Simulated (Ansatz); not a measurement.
Crystal: TiB.

```
Ti B
1.0
     6.12000    0.00000    0.00000
     0.00000    3.06000    0.00000
     0.00000    0.00000    4.56000
Ti B
4 4
Cartesian
  4.1432 0.7650 1.7191
  1.9768 2.2950 2.8409
  5.0368 2.2950 3.9991
  1.0832 0.7650 0.5609
  3.2375 0.7650 4.0903
  2.8825 2.2950 0.4697
  5.9425 2.2950 1.8103
  0.1775 0.7650 2.7497
```

```yaml
Program: Ansatz 0.2.0
Task: relaxation of cell and atoms
Functional: PBEsol
Potentials_or_basis: Ansatz PAW
Cutoff: "420 eV (not typed: the program's choice for these potentials)"
k_mesh: 5 × 9 × 6
Occupations: fermi-dirac, width 0.05 eV
Spin: no spin polarisation
```

At the start: volume 10.67 Å³/atom.

Task: How do energy, volume and symmetry change on relaxing?

Result: It ends after 7 steps and the volume is 10.40 Å³/atom (-2.6 %); space group Pnma (No. 62, to 0.05 Å).

Step by step:
| step | energy change (eV) | largest force (eV/Å) | volume (Å³) |
| --- | --- | --- | --- |
| 1 | 0.0000 | 0.2598 | 85.40 |
| 2 | -0.0434 | 0.1619 | 82.80 |
| 3 | -0.0492 | 0.0969 | 83.14 |
| 4 | -0.0493 | 0.0593 | 83.22 |
| 5 | -0.0505 | 0.0038 | 83.18 |
| 6 | -0.0505 | 0.0002 | 83.20 |
| 7 | -0.0491 | 0.0002 | 83.20 |

Final structure:
```
Ti B
1.0
     6.05625    0.00000    0.00000
     0.00000    3.03439    0.00000
     0.00000    0.00000    4.52714
Ti B
4 4
Cartesian
  4.1020 0.7586 1.7105
  1.9543 2.2758 2.8167
  4.9824 2.2758 3.9741
  1.0739 0.7586 0.5531
  3.2113 0.7586 4.0748
  2.8450 2.2758 0.4523
  5.8731 2.2758 1.8112
  0.1831 0.7586 2.7159
```

Caveat: the plane-wave basis is chosen anew once the cell has moved, so the energies of steps on either side of that aren't comparable; the PAW data sets come from PBE, with cores solved anew for the run's functional, which leaves a small shift of forces and pressure.
